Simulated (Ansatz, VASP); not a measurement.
**One calculation of Ag, two programs**

Contents of INCAR:

```
ALGO = Normal
EDIFF = 1E-6
EDIFFG = -0.01
ENCUT = 680
GGA = PE
IBRION = 2
ISIF = 3
ISMEAR = -1
LASPH = T
LCHARG = F
LREAL = F
LWAVE = F
NELM = 80
NSW = 40
PREC = Accurate
SIGMA = 0.05
```

The input KPOINTS:

```
k-points
0
Gamma
  11 11 11
```

The input POSCAR:

```
Ag
1.0
    0.0000000000      2.0427500000      2.0427500000
    2.0427500000      0.0000000000      2.0427500000
    2.0427500000      2.0427500000      0.0000000000
Ag
1
Direct
    0.0000000000      0.0000000000      0.0000000000
```

The input input.yaml:

```yaml
crystal:
  lattice:
    - [0.0, 2.04275, 2.04275]
    - [2.04275, 0.0, 2.04275]
    - [2.04275, 2.04275, 0.0]
  atoms:
    - { symbol: Ag, position: [0.0, 0.0, 0.0] }
hamiltonian:
  xc: pbe
  pseudopotentials: { kind: paw }
kpoints:
  mp_grid: { grid: [11, 11, 11] }
scf:
  occupations: { method: fermi_dirac, width: 0.05 }
output:
  forces: true
  stress: true
relax:
  f_tol: 0.01
  max_steps: 40
  cell: { stress_tol: 0.05 }
```

Alike in both runs: task relaxation of cell and atoms; functional PBE; k mesh 11 × 11 × 11; occupations fermi-dirac, width 0.05 eV; no spin polarisation.

```csv
,VASP,Ansatz
version,VASP 6.6.1,Ansatz 0.2.0
potentials or method,"VASP PAW PBE potentials, release 64 (Ag_sv_GW)",Ansatz PAW
plane-wave cutoff (eV),680,420
valence electrons in the cell,19,19
```

```tsv
	VASP	Ansatz	Ansatz less VASP
relaxed volume (Å³/atom)	17.78	17.80	+0.017
relaxed cell length with the largest relative difference (Å)	2.930	2.931	+0.0010
energy change over the relaxation (meV/atom)	-9	-10	-0.4
```

Caveats: the plane-wave basis is chosen anew once the cell has moved, so the energies of steps on either side of that aren't comparable (Ansatz). PBE usually gives volumes a little too large and moduli too small. Zero-point motion and thermal expansion aren't in these numbers.
